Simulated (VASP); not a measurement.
# Si36C35 (a cell with a defect) in VASP: notebook

One crystal, Si36C35 (a cell with a defect), is run at these levels: PBE, HSE06; tasks: relaxation of the atoms, single point.

All numbers are computed with VASP 6.6.1; they aren't measurements. Logs are shortened: lines on timing, memory, paths and dates and some standing lists are left out, and cuts for length are marked.

### Step 1. The structure

The cell holds a defect, 71 atoms: a = 9.280 Å, b = 9.280 Å, c = 10.127 Å, α = 90.00°, β = 90.00°, γ = 120.00°.

### Step 2. Relaxation of the atoms, PBE, collinear spin, ferromagnetic start

Contents of INCAR:

```
PREC     = Normal         # precision mode
ENCUT    = 450            # plane-wave cutoff, eV
EDIFF    = 1E-6           # SCF threshold, eV
ISMEAR   = 0              # smearing method
SIGMA    = 0.01           # smearing width, eV
LREAL    = Auto         
LASPH    = T              # aspherical terms in the spheres
NELM     = 150            # most SCF steps
ALGO     = Normal         # electronic algorithm
ISIF     = 2              # what is computed and relaxed
LWAVE    = F              # write WAVECAR
LCHARG   = F              # write CHGCAR
ISPIN    = 2              # spin polarisation
MAGMOM   = 0.25 0 0 0 0 0 0 0 0 0 0 0 0 0 0 0 0 0 0.25 0.25 0.25 0 0 0 0 0 0 0 0 0 0 0 0 0 0 0 0 0 0 0 0 0 0 0 0 0 0 0 0 0 0 0 0 0 0 0 0 0 0 0 0 0 0 0 0 0 0 0 0 0 0 # initial moments
LORBIT   = 11             # projections on sites
GGA      = PE             # functional
IBRION   = 2              # ionic algorithm
NSW      = 70             # ionic steps
EDIFFG   = -0.025         # ionic threshold
AMIX     = 0.2          
BMIX     = 1E-4         
AMIX_MAG = 0.8          
BMIX_MAG = 1E-4         
ICORELEVEL= 1            
NELECT   = 285.0        
ISYM     = 0            
KPAR     = 4            
NCORE    = 2
```

Contents of KPOINTS:

```
Automatic mesh
0
Gamma
  2 2 2
```

Contents of POSCAR:

```
Si36C35
1.0
   -4.6397850000     -8.0363460000      0.0000000000
    9.2795730000      0.0000000000      0.0000000000
    0.0000000000      0.0000000000     10.1265810000
Si C
36 35
Direct
    0.5502151100      0.1140362900      0.9364520400
    0.5555556700      0.4444446700      0.9378460000
    0.2222223300      0.1111113300      0.9378460000
    0.5555556700      0.7777780000      0.9378460000
    0.2222223300      0.4444446700      0.9378460000
    0.8888890000      0.1111113300      0.9378460000
    0.2222223300      0.7777780000      0.9378460000
    0.8888890000      0.4444446700      0.9378460000
    0.8888890000      0.7777780000      0.9378460000
    0.4444443300      0.8888886700      0.4378460000
    0.4444443300      0.2222220000      0.4378460000
    0.1111110000      0.8888886700      0.4378460000
    0.4444443300      0.5555553300      0.4378460000
    0.1111110000      0.2222220000      0.4378460000
    0.7777776700      0.8888886700      0.4378460000
    0.1111110000      0.5555553300      0.4378460000
    0.7777776700      0.2222220000      0.4378460000
    0.7777776700      0.5555553300      0.4378460000
    0.6702838500      0.0047622700      0.6949863200
    0.6632129100      0.3380022500      0.6900873600
    0.3369338300      0.0039917100      0.6880219200
    0.6666666700      0.6666666700      0.6878980000
    0.3333333300      0.3333333300      0.6878980000
    0.0000000000      0.0000000000      0.6878980000
    0.3333333300      0.6666666700      0.6878980000
    0.0000000000      0.3333333300      0.6878980000
    0.0000000000      0.6666666700      0.6878980000
    0.6666666700      0.0000000000      0.1878980000
    0.6666666700      0.3333333300      0.1878980000
    0.3333333300      0.0000000000      0.1878980000
    0.6666666700      0.6666666700      0.1878980000
    0.3333333300      0.3333333300      0.1878980000
    0.0000000000      0.0000000000      0.1878980000
    0.3333333300      0.6666666700      0.1878980000
    0.0000000000      0.3333333300      0.1878980000
    0.0000000000      0.6666666700      0.1878980000
    0.5555556700      0.4444446700      0.7498070000
    0.2222223300      0.1111113300      0.7498070000
    0.5555556700      0.7777780000      0.7498070000
    0.2222223300      0.4444446700      0.7498070000
    0.8888890000      0.1111113300      0.7498070000
    0.2222223300      0.7777780000      0.7498070000
    0.8888890000      0.4444446700      0.7498070000
    0.8888890000      0.7777780000      0.7498070000
    0.4444443300      0.8888886700      0.2498070000
    0.4444443300      0.2222220000      0.2498070000
    0.1111110000      0.8888886700      0.2498070000
    0.4444443300      0.5555553300      0.2498070000
    0.1111110000      0.2222220000      0.2498070000
    0.7777776700      0.8888886700      0.2498070000
    0.1111110000      0.5555553300      0.2498070000
    0.7777776700      0.2222220000      0.2498070000
    0.7777776700      0.5555553300      0.2498070000
    0.6666666700      0.0000000000      0.5004470000
    0.6666666700      0.3333333300      0.5004470000
    0.3333333300      0.0000000000      0.5004470000
    0.6666666700      0.6666666700      0.5004470000
    0.3333333300      0.3333333300      0.5004470000
    0.0000000000      0.0000000000      0.5004470000
    0.3333333300      0.6666666700      0.5004470000
    0.0000000000      0.3333333300      0.5004470000
    0.0000000000      0.6666666700      0.5004470000
    0.6666666700      0.0000000000      0.0004470000
    0.6666666700      0.3333333300      0.0004470000
    0.3333333300      0.0000000000      0.0004470000
    0.6666666700      0.6666666700      0.0004470000
    0.3333333300      0.3333333300      0.0004470000
    0.0000000000      0.0000000000      0.0004470000
    0.3333333300      0.6666666700      0.0004470000
    0.0000000000      0.3333333300      0.0004470000
    0.0000000000      0.6666666700      0.0004470000
```

Potentials or basis: VASP PAW PBE potentials, release 64 (Si, C).

Launch:

```console
cat potpaw_PBE.64/Si/POTCAR potpaw_PBE.64/C/POTCAR > POTCAR
mpirun -np 8 vasp_std > vasp.out
```

OUTCAR:

```text
PREC = Normal
   ENCUT = 450
   EDIFF = 1E-6
   ISMEAR = 0
   LREAL = Auto
   LASPH = T
   NELM = 150
   ISIF = 2
   ISPIN = 2
   LORBIT = 11
   GGA = PE
   IBRION = 2
   NSW = 70
   EDIFFG = -0.025
   AMIX = 0.2
   AMIX_MAG = 0.8
   NELECT = 285.0
   ISYM = 0

 ion  position               nearest neighbor table
   1  0.550  0.114  0.936-  65 1.86  64 1.88  63 1.96   3 3.03   2 3.04  21 3.04  19 3.06  20 3.08
                             7 3.08  30 3.09  29 3.10   8 3.11   4 3.15  28 3.15
   2  0.556  0.444  0.938-  66 1.90  64 1.90  67 1.90  37 1.90   1 3.04  20 3.04   8 3.09   5 3.09
                             4 3.09   9 3.09   3 3.09  22 3.10  23 3.10  31 3.10  29 3.10  32 3.10
   3  0.222  0.111  0.938-  67 1.90  65 1.90  68 1.90  38 1.90   1 3.03   6 3.09   7 3.09   5 3.09
                             9 3.09   2 3.09  21 3.10  23 3.10  24 3.10  32 3.10  30 3.10  33 3.10
   4  0.556  0.778  0.938-  63 1.90  66 1.90  69 1.90  39 1.90  19 3.06   9 3.09   7 3.09   2 3.09
                             6 3.09   5 3.09  22 3.10  25 3.10  28 3.10  31 3.10  34 3.10   1 3.15
   5  0.222  0.444  0.938-  69 1.90  67 1.90  70 1.90  40 1.90   8 3.09   2 3.09   7 3.09   3 3.09
                             4 3.09   6 3.09  25 3.10  23 3.10  26 3.10  34 3.10  32 3.10  35 3.10
   6  0.889  0.111  0.938-  70 1.90  68 1.90  63 1.90  41 1.90  19 3.02   3 3.09   9 3.09   8 3.09
                             4 3.09   5 3.09  26 3.10  24 3.10  35 3.10  33 3.10  28 3.10
   7  0.222  0.778  0.938-  65 1.90  69 1.90  71 1.90  42 1.90   1 3.08   9 3.09   4 3.09   5 3.09
                             3 3.09   8 3.09  25 3.10  27 3.10  30 3.10  34 3.10  36 3.10  21 3.12
   8  0.889  0.444  0.938-  71 1.90  70 1.90  64 1.90  43 1.90   2 3.09   5 3.09   9 3.09   6 3.09
                             7 3.09  20 3.10  27 3.10  26 3.10  36 3.10  35 3.10  29 3.10   1 3.11
   9  0.889  0.778  0.938-  68 1.90  71 1.90  66 1.90  44 1.90   4 3.09   7 3.09   8 3.09   6 3.09
                             2 3.09   3 3.09  24 3.10  27 3.10  22 3.10  33 3.10  36 3.10  31 3.10
  10  0.444  0.889  0.438-  60 1.90  56 1.90  54 1.90  45 1.90  12 3.09  15 3.09  11 3.09  13 3.09
                            17 3.09  16 3.09  34 3.10  30 3.10  28 3.10  25 3.10  21 3.10
  11  0.444  0.222  0.438-  56 1.90  58 1.90  55 1.90  46 1.90  21 3.08  14 3.09  17 3.09  13 3.09
                            10 3.09  12 3.09  18 3.09  30 3.10  32 3.10  29 3.10  23 3.10  20 3.10
  12  0.111  0.889  0.438-  62 1.90  59 1.90  56 1.90  47 1.90  10 3.09  15 3.09  14 3.09  16 3.09
                            11 3.09  18 3.09  36 3.10  33 3.10  30 3.10  27 3.10  24 3.10  21 3.12
  13  0.444  0.556  0.438-  58 1.90  60 1.90  57 1.90  48 1.90  16 3.09  18 3.09  11 3.09  10 3.09
                            14 3.09  15 3.09  32 3.10  34 3.10  31 3.10  23 3.10  25 3.10  22 3.10
  14  0.111  0.222  0.438-  59 1.90  61 1.90  58 1.90  49 1.90  11 3.09  17 3.09  16 3.09  12 3.09
                            13 3.09  15 3.09  33 3.10  35 3.10  32 3.10  24 3.10  26 3.10  23 3.10
  15  0.778  0.889  0.438-  57 1.90  54 1.90  59 1.90  50 1.90  12 3.09  10 3.09  17 3.09  18 3.09
                            14 3.09  13 3.09  31 3.10  28 3.10  33 3.10  22 3.10  24 3.10
  16  0.111  0.556  0.438-  61 1.90  62 1.90  60 1.90  51 1.90  13 3.09  18 3.09  14 3.09  12 3.09
                            17 3.09  10 3.09  35 3.10  36 3.10  34 3.10  26 3.10  27 3.10  25 3.10
  17  0.778  0.222  0.438-  54 1.90  55 1.90  61 1.90  52 1.90  14 3.09  11 3.09  18 3.09  15 3.09
                            16 3.09  10 3.09  28 3.10  29 3.10  35 3.10  26 3.10  19 3.14
  18  0.778  0.556  0.438-  55 1.90  57 1.90  62 1.90  53 1.90  16 3.09  13 3.09  17 3.09  15 3.09
                            11 3.09  12 3.09  20 3.10  29 3.10  31 3.10  36 3.10  22 3.10  27 3.10
  19  0.670  0.005  0.695-  41 1.84  39 1.91  54 1.97   6 3.02  26 3.06   4 3.06   1 3.06  24 3.08
                            21 3.09  22 3.12  20 3.13  25 3.13  17 3.14
  20  0.663  0.338  0.690-  37 1.82  43 1.91  55 1.92  22 3.03  23 3.04   2 3.04  21 3.06   1 3.08
                            27 3.09  18 3.10   8 3.10  11 3.10  19 3.13  26 3.15
  21  0.337  0.004  0.688-  38 1.89  56 1.90  42 1.92   1 3.04  20 3.06  23 3.07  11 3.08  19 3.09
                             3 3.10  10 3.10  24 3.11  25 3.11   7 3.12  12 3.12  27 3.13
  22  0.667  0.667  0.688-  37 1.89  39 1.89  44 1.89  57 1.90  20 3.03  27 3.09  25 3.09  24 3.09
                            23 3.09   2 3.10   4 3.10   9 3.10  15 3.10  18 3.10  13 3.10  19 3.12
  23  0.333  0.333  0.688-  38 1.89  40 1.89  37 1.89  58 1.90  20 3.04  21 3.07  26 3.09  25 3.09
                            24 3.09  22 3.09   3 3.10   5 3.10   2 3.10  13 3.10  11 3.10  14 3.10
  24  0.000  0.000  0.688-  44 1.89  41 1.89  38 1.89  59 1.90  19 3.08  26 3.09  27 3.09  22 3.09
                            23 3.09   9 3.10   6 3.10   3 3.10  14 3.10  12 3.10  15 3.10  21 3.11
  25  0.333  0.667  0.688-  40 1.89  42 1.89  39 1.89  60 1.90  27 3.09  22 3.09  23 3.09  26 3.09
                             5 3.10   7 3.10   4 3.10  10 3.10  13 3.10  16 3.10  21 3.11  19 3.13
  26  0.000  0.333  0.688-  41 1.89  43 1.89  40 1.89  61 1.90  19 3.06  23 3.09  24 3.09  27 3.09
                            25 3.09   6 3.10   8 3.10   5 3.10  16 3.10  14 3.10  17 3.10  20 3.15
[... 633 lines left out ...]
  free  energy   TOTEN  =      -518.6849339671 eV

  energy  without entropy=     -518.6849339298  energy(sigma->0) =     -518.68493395

[... ionic steps 4 to 9 ...]

--------------------------------------- Ionic step       10  -------------------------------------------

 number of electron     285.0000092 magnetization       0.5000000

------------------------ aborting loop because EDIFF is reached ----------------------------------------
[... 205 lines left out ...]
--------------------------------------- Ionic step       12  -------------------------------------------

 number of electron     285.0000090 magnetization       0.5000000

 Free energy of the ion-electron system (eV)
  ---------------------------------------------------
  ext. energy  EPLUGINS =         0.00000000
  ---------------------------------------------------
  free energy    TOTEN  =      -518.80211721 eV

  energy without entropy =     -518.80179768  energy(sigma->0) =     -518.80195744

 the core state eigenenergies are
   1-  1s  -1771.1478  2s   -125.0093  2p    -81.0419
   2-  1s  -1771.5299  2s   -125.3875  2p    -81.4192
   3-  1s  -1771.5277  2s   -125.3856  2p    -81.4173
   4-  1s  -1771.5294  2s   -125.3867  2p    -81.4185
   5-  1s  -1771.6069  2s   -125.4594  2p    -81.4915
   6-  1s  -1771.5290  2s   -125.3865  2p    -81.4182
[... 63 lines left out ...]
  70-  1s   -255.7972
  71-  1s   -255.8002

 E-fermi :   9.6901     XC(G=0): -11.2770

 val. band max:        9.6779144890   @ k =   0.0000   0.5000   0.0000
 cond. band min:       9.7034486191   @ k =   0.5000   0.0000   0.5000
 fundamental gap:      0.0255341301
 Fermi energy:         9.6901224361

 spin component 1

 k-point     1 :       0.0000    0.0000    0.0000
  band No.  band energies     occupation
      1      -7.4139      1.00000
      2      -6.2909      1.00000
      3      -6.1719      1.00000
      4      -5.6503      1.00000
      5      -5.6319      1.00000
      6      -5.6313      1.00000
[... 1245 lines left out ...]
    153      11.8869      0.00000
    154      11.9098      0.00000
 Fermi energy:         9.6901224361

 spin component 2

 k-point     1 :       0.0000    0.0000    0.0000
  band No.  band energies     occupation
      1      -7.4089      1.00000
      2      -6.2844      1.00000
      3      -6.1692      1.00000
      4      -5.6491      1.00000
      5      -5.6315      1.00000
      6      -5.6308      1.00000
[... 1245 lines left out ...]
    153      11.9095      0.00000
    154      11.9457      0.00000
 [bands above 154 left out]

------------------------ aborting loop because EDIFF is reached ----------------------------------------

  FORCE on cell =-STRESS in cart. coord.  units (eV):
  Direction    XX          YY          ZZ          XY          YZ          ZX
  --------------------------------------------------------------------------------------
  -------------------------------------------------------------------------------------
  Total        5.8165424      5.6083878     16.6771198      0.0157279      0.1184427     -0.1584753
  in kB       12.3403087     11.8986902     35.3819831      0.0333682      0.2512866     -0.3362194
  external PRESSURE =      19.8736606 kB  Pullay stress =       0.0000000 kB
[... 86 lines left out ...]
  FREE ENERGIE OF THE ION-ELECTRON SYSTEM (eV)
  ---------------------------------------------------
  free  energy   TOTEN  =      -518.8021172137 eV

  energy  without entropy=     -518.8017976754  energy(sigma->0) =     -518.80195744

 reached required accuracy - stopping structural energy minimisation

 total charge

# of ion       s       p       d       tot
------------------------------------------
    1        0.734   0.916   0.000   1.650
    2        0.708   0.964   0.000   1.671
    3        0.708   0.964   0.000   1.671
    4        0.708   0.964   0.000   1.671
    5        0.707   0.962   0.000   1.669
    6        0.708   0.964   0.000   1.671
[... 63 lines left out ...]
   70        0.838   1.698   0.000   2.536
   71        0.838   1.696   0.000   2.534
--------------------------------------------------
tot         55.009  93.552   0.000 148.561

 magnetization (x)

# of ion       s       p       d       tot
------------------------------------------
    1        0.026   0.073   0.000   0.099
    2        0.000   0.000   0.000   0.000
    3        0.000   0.000   0.000   0.000
    4        0.000   0.000   0.000   0.000
    5       -0.000  -0.000   0.000  -0.000
    6        0.000   0.000   0.000   0.000
[... 63 lines left out ...]
   70       -0.000   0.000   0.000  -0.000
   71       -0.000   0.000   0.000   0.000
--------------------------------------------------
tot          0.049   0.166   0.000   0.215
```

It took 29 min on 8 MPI ranks of Intel Xeon Platinum 8488C (Sapphire Rapids), shared host; peak memory 0.71 GiB.

Results:

| Item | Value |
| --- | --- |
| Free energy | -518.8021 eV |
| Energy gained by relaxing | 5.2 meV/atom |
| Ionic steps | 12 |
| Largest force after relaxing | 0.024 eV/Å |
| Band gap on the k mesh | none (metal or under the smearing width) |
| Net moment | 0.50 μB per cell |
| Site moments | Si +0.10, +0.00, -0.00, +0.01; C -0.00, +0.00, +0.01 μB |
| Valence electrons inside the program's atomic spheres | Si 1.65, 1.67, 1.60, 1.66; C 2.51, 2.53, 2.54 |

Forces on the atoms (eV/Å):
```
Si   0.004  0.001  0.024
Si   0.007 -0.010 -0.008
Si  -0.003  0.013 -0.002
Si  -0.011 -0.001 -0.005
Si  -0.005 -0.004 -0.018
Si  -0.004 -0.007 -0.009
Si   0.002  0.002  0.002
Si   0.003 -0.005 -0.002
Si   0.000 -0.004  0.004
Si   0.001  0.004  0.005
Si   0.003  0.001 -0.001
Si   0.004  0.015  0.006
Si  -0.001  0.000  0.007
Si   0.000  0.001  0.004
Si  -0.012 -0.010 -0.006
Si   0.007  0.001  0.007
Si  -0.008 -0.004 -0.005
Si   0.013 -0.005  0.001
Si  -0.003 -0.006  0.005
Si  -0.012 -0.005 -0.014
Si  -0.008  0.008 -0.011
Si  -0.002  0.006 -0.006
Si  -0.004 -0.003 -0.007
Si   0.000  0.001 -0.009
Si   0.005 -0.001 -0.014
Si  -0.005  0.008 -0.010
Si  -0.002 -0.002 -0.017
Si  -0.010 -0.004  0.005
Si   0.002 -0.009  0.008
Si   0.000  0.001  0.007
Si   0.005 -0.012  0.007
Si  -0.001 -0.003 -0.004
Si  -0.008  0.006  0.008
Si   0.012  0.000 -0.004
Si   0.007  0.009  0.000
Si   0.012  0.005  0.001
C    0.000  0.006  0.006
C    0.000  0.003  0.003
C    0.005 -0.003  0.003
C   -0.004 -0.007  0.003
C    0.004  0.007  0.007
C   -0.004  0.006  0.005
C    0.006 -0.004  0.006
C   -0.002  0.003  0.013
C    0.002 -0.004 -0.004
C    0.008  0.002 -0.001
C    0.004  0.006  0.000
C    0.001  0.003 -0.002
C    0.008 -0.001 -0.007
C   -0.001 -0.003  0.002
C    0.002  0.001 -0.008
C   -0.005 -0.001 -0.006
C    0.007 -0.004 -0.001
C   -0.005 -0.002 -0.008
C    0.000 -0.001  0.000
C    0.000  0.003  0.002
C    0.000  0.001  0.005
C   -0.004 -0.005 -0.010
C    0.005  0.002  0.007
C    0.003  0.000  0.000
C    0.001  0.006 -0.003
C    0.000  0.001  0.011
C   -0.014 -0.003  0.001
C   -0.004 -0.005  0.006
C   -0.003  0.005  0.003
C    0.002  0.000  0.001
C    0.008  0.001  0.008
C    0.000  0.002  0.002
C   -0.007  0.003 -0.002
C   -0.001 -0.009 -0.002
C    0.002 -0.001  0.008
```

Step by step:
```csv
step,energy change (eV),largest force (eV/Å),pressure (GPa)
1,0.0000,1.9927,2.40
2,-0.2146,0.9769,2.24
3,-0.2547,0.6429,2.25
4,-0.3233,0.3719,2.13
5,-0.3292,0.2686,2.10
6,-0.3615,0.1856,2.00
7,-0.3616,0.1841,2.00
8,-0.3694,0.0969,1.98
9,-0.3694,0.0918,1.98
10,-0.3714,0.0404,1.98
11,-0.3714,0.0390,1.98
12,-0.3719,0.0239,1.99
```

Final structure:
```
Si C
1.0
    -4.63978   -8.03635    0.00000
     9.27957    0.00000    0.00000
     0.00000    0.00000   10.12658
Si C
36 35
Direct
  0.55528 0.11087 0.93639
  0.55586 0.44395 0.93774
  0.22287 0.11086 0.93785
  0.55603 0.77922 0.93785
  0.22208 0.44465 0.93773
  0.88761 0.11077 0.93788
  0.22284 0.77913 0.93776
  0.88748 0.44384 0.93770
  0.88882 0.77794 0.93810
  0.44468 0.88951 0.43746
  0.44464 0.22224 0.43740
  0.11101 0.88897 0.43832
  0.44452 0.55577 0.43822
  0.11106 0.22230 0.43825
  0.77790 0.88904 0.43839
  0.11113 0.55571 0.43823
  0.77733 0.22231 0.43744
  0.77805 0.55620 0.43817
  0.65959 0.00744 0.68716
  0.65949 0.31994 0.68648
  0.34802 0.00792 0.68717
  0.66741 0.66745 0.68823
  0.33390 0.33312 0.68852
  0.99986 0.99978 0.68832
  0.33399 0.66822 0.68853
  0.99870 0.33303 0.68850
  0.99986 0.66736 0.68828
  0.66664 0.00016 0.18829
  0.66653 0.33352 0.18802
  0.33314 0.00004 0.18820
  0.66723 0.66714 0.18790
  0.33328 0.33338 0.18783
  0.99960 0.99948 0.18794
  0.33337 0.66688 0.18788
  0.99980 0.33338 0.18784
  0.99971 0.66707 0.18788
  0.55533 0.44286 0.75012
  0.22446 0.11178 0.75027
  0.55536 0.77995 0.75023
  0.22209 0.44478 0.74945
  0.88706 0.11163 0.75024
  0.22459 0.78021 0.75017
  0.88683 0.44255 0.75008
  0.88902 0.77815 0.75024
  0.44421 0.88871 0.24969
  0.44420 0.22245 0.24959
  0.10993 0.88840 0.25064
  0.44460 0.55576 0.25004
  0.11092 0.22211 0.25007
  0.77827 0.88848 0.25068
  0.11102 0.55574 0.25007
  0.77796 0.22259 0.24965
  0.77831 0.55683 0.25047
  0.66694 0.00006 0.49837
  0.66702 0.33438 0.49797
  0.33296 0.00004 0.49832
  0.66662 0.66689 0.50098
  0.33341 0.33342 0.50068
  0.00012 0.00027 0.50103
  0.33351 0.66710 0.50065
  0.99976 0.33338 0.50065
  0.00015 0.66683 0.50097
  0.66746 0.99936 0.00276
  0.66723 0.33506 0.00234
  0.33148 0.99927 0.00267
  0.66627 0.66668 0.00038
  0.33325 0.33346 0.00066
  0.00009 0.00047 0.00042
  0.33333 0.66696 0.00073
  0.99975 0.33343 0.00070
  0.00005 0.66659 0.00032
```

Core levels (eV, on the scale of the bands):
| atom | levels |
| --- | --- |
| 1 Si | 1s -1771.1, 2s -125.0, 2p -81.0 |
| 2 Si | 1s -1771.5, 2s -125.4, 2p -81.4 |
| 3 Si | 1s -1771.5, 2s -125.4, 2p -81.4 |
| 4 Si | 1s -1771.5, 2s -125.4, 2p -81.4 |
| 5 Si | 1s -1771.6, 2s -125.5, 2p -81.5 |
| 6 Si | 1s -1771.5, 2s -125.4, 2p -81.4 |

Caveat: the k mesh is coarse (spacing up to 0.39 Å⁻¹), so the values aren't converged; the cell is charged against a uniform background, so pressure and absolute levels hang on convention; the cutoff is under 1.25 times the usual one of these potentials, so pressure, stress and relaxed cells hold a basis-set (Pulay) error.

[end of part 1 of 2]
